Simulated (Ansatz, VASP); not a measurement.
This is a calculation of PbO2 for Ansatz 0.2.0.

Contents of input.yaml:

```yaml
crystal:
  lattice:
    - [0.0, 2.6654741181, 2.6654741181]
    - [2.6654741181, 0.0, 2.6654741181]
    - [2.6654741181, 2.6654741181, 0.0]
  atoms:
    - { symbol: Pb, position: [0.0, 0.0, 0.0] }
    - { symbol: O, position: [0.75, 0.75, 0.75] }
    - { symbol: O, position: [0.25, 0.25, 0.25] }
kpoints:
  mp_grid: { grid: [9, 9, 9] }
scf:
  occupations: { method: fermi_dirac, width: 0.05 }
hamiltonian:
  xc: pbe
  pseudopotentials: { kind: all_electron, lapw: { basis_error: 0.001 } }
output:
  forces: true
  stress: true
  eigenvalues: true
```

Potentials or basis: all-electron LAPW, scalar-relativistic.

Run with:

```bash
$ ansatz run input.yaml --threads 2 --pin off --max-ram 5120MiB --backend cpu --events-out ev --progress --plain --runs-dir out
```

Problem. Set up the same calculation for VASP 6.6.1. Potentials there: VASP PAW PBE potentials, release 64 (Pb_d, O).

Solution. As run (the cutoff follows the program's own potentials):

Contents of INCAR:

```
ALGO = Normal
EDIFF = 1E-6
ENCUT = 520
GGA = PE
ISIF = 2
ISMEAR = -1
LASPH = T
LCHARG = F
LREAL = F
LWAVE = F
NBANDS = 20
NELM = 100
PREC = Accurate
SIGMA = 0.05
```

Contents of KPOINTS:

```
k-points
0
Gamma
  9 9 9
```

File POSCAR:

```
PbO2
1.0
    0.0000000000      2.6654741181      2.6654741181
    2.6654741181      0.0000000000      2.6654741181
    2.6654741181      2.6654741181      0.0000000000
Pb O
1 2
Direct
    0.0000000000      0.0000000000      0.0000000000
    0.7500000000      0.7500000000      0.7500000000
    0.2500000000      0.2500000000      0.2500000000
```

Potentials or basis: VASP PAW PBE potentials, release 64 (Pb_d, O).

Run with:

```console
$ cat potpaw_PBE.64/Pb_d/POTCAR potpaw_PBE.64/O/POTCAR > POTCAR
$ mpirun -np 1 vasp_std > vasp.out
```

Both were run:

|  | VASP | Ansatz | Ansatz less VASP |
| --- | --- | --- | --- |
| gap on the k mesh at the Fermi level (eV) | none | none | - |
| pressure (GPa) | 6.8 | 6.5 | -0.24 |

A gap of «none» marks a metal or a gap that the smearing closes. Ansatz ran all-electron here, so the differences hold the error of VASP's frozen core and of both bases.

Spin-orbit coupling is left out, which matters for the levels of Pb.
